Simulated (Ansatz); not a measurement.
System: skutterudite CoSb3. Method: LDA (Ansatz, an electronic-structure program, PAW).

Numerical settings: plane-wave cutoff 520 eV, 6×6×6 k mesh, Fermi–Dirac smearing 0.01 eV, no spin polarisation, scalar-relativistic PAW data made under PBE.

Cell (relaxed at this level):

```cif
data_Co8Sb24
_chemical_formula_sum 'Co8 Sb24'
_space_group_name_H-M_alt 'Im-3'
_space_group_IT_number 204
_space_group_name_Hall '-I 2 2 3'
_cell_length_a 8.91526
_cell_length_b 8.91526
_cell_length_c 8.91526
_cell_angle_alpha 90.000
_cell_angle_beta 90.000
_cell_angle_gamma 90.000
loop_
_atom_site_label
_atom_site_type_symbol
_atom_site_symmetry_multiplicity
_atom_site_Wyckoff_symbol
_atom_site_fract_x
_atom_site_fract_y
_atom_site_fract_z
_atom_site_occupancy
Co1 Co 8 c 0.25000 0.25000 0.25000 1
Sb1 Sb 24 g 0.00000 0.33281 0.15982 1
```
(The calculation used a cell of 16 atoms; values per cell refer to that cell.)

Give the computed bulk modulus B0, band gap and pressure derivative B′ of the bulk modulus.


- bulk modulus B0: 103 GPa
- band gap: 0.29 eV
- pressure derivative B′ of the bulk modulus: 4.8

Measured, for comparison: band gap 0.63 eV (temperature not stated, no zero-point or thermal correction; as tabulated in Kim et al. (2020), doi:10.1038/s41597-020-00723-8); bulk modulus 95 ± 5 GPa (room temperature, no zero-point or thermal correction, our sources range from 85.0 to 95.0; as tabulated in Alexeev et al. (2016), arXiv:1601.07731). Computed (rounded) less measured: bulk modulus +8 % (+8 % to +21 % over the range). A static lattice is as a rule a little smaller and stiffer than an uncorrected measurement, which can account for part of this.

Note: the bulk modulus comes from volumes at which shape and atoms were relaxed.

Spin–orbit coupling is not included; it can close the smallest gap of 0.29 eV.

The computed numbers hold no vibrational or temperature effects.

The result took about 30 core-minutes (a rough figure).
